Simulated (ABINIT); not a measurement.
SiC (Moissanite):

```xyz
4
Lattice="3.0760 0.0000 0.0000 -1.5380 2.6639 0.0000 0.0000 0.0000 5.0480" Properties=species:S:1:pos:R:3 pbc="T T T"
Si    1.5380    0.8880    2.5240
Si    0.0000    1.7759    0.0000
C     1.5380    0.8880    4.4675
C     0.0000    1.7759    1.9435
```

| Item | Value |
| --- | --- |
| Program | ABINIT 10.8.3 (patched build) |
| Task | relaxation of cell and atoms |
| Functional | LDA |
| Potentials or basis | JTH PAW PBE v2.0 |
| Cutoff | 626 eV |
| k mesh | 10 × 10 × 5 |
| Occupations | fermi-dirac, width 0.05 eV |
| Spin | no spin polarisation |

At the start: pressure -3.6 GPa; volume 10.34 Å³/atom.

Problem. How do energy, volume and symmetry change on relaxing?

Solution. Over 6 steps the energy falls by 11.0 meV/atom and the volume is 10.16 Å³/atom (-1.7 %); space group P6_3mc (No. 186, to 0.05 Å).

The path:
```tsv
step	energy change (eV)	largest force (eV/Å)	pressure (GPa)	volume (Å³)
1	0.0000	0.7364	-3.59	41.36
2	-0.0277	0.4892	-1.38	40.91
3	-0.0412	0.0678	0.92	40.48
4	-0.0430	0.0474	0.52	40.56
5	-0.0441	0.0036	-0.01	40.65
6	-0.0441	0.0001	-0.01	40.65
```

Final structure:
```xyz
4
Lattice="3.0581 0.0000 0.0000 -1.5290 2.6484 0.0000 0.0000 0.0000 5.0192" Properties=species:S:1:pos:R:3 pbc="T T T"
Si    1.5290    0.8828    2.5327
Si    0.0000    1.7656    0.0231
C     1.5290    0.8828    4.4189
C     0.0000    1.7656    1.9093
```

Caveat: the PAW data sets were made with another functional, which shifts forces and pressure a little.
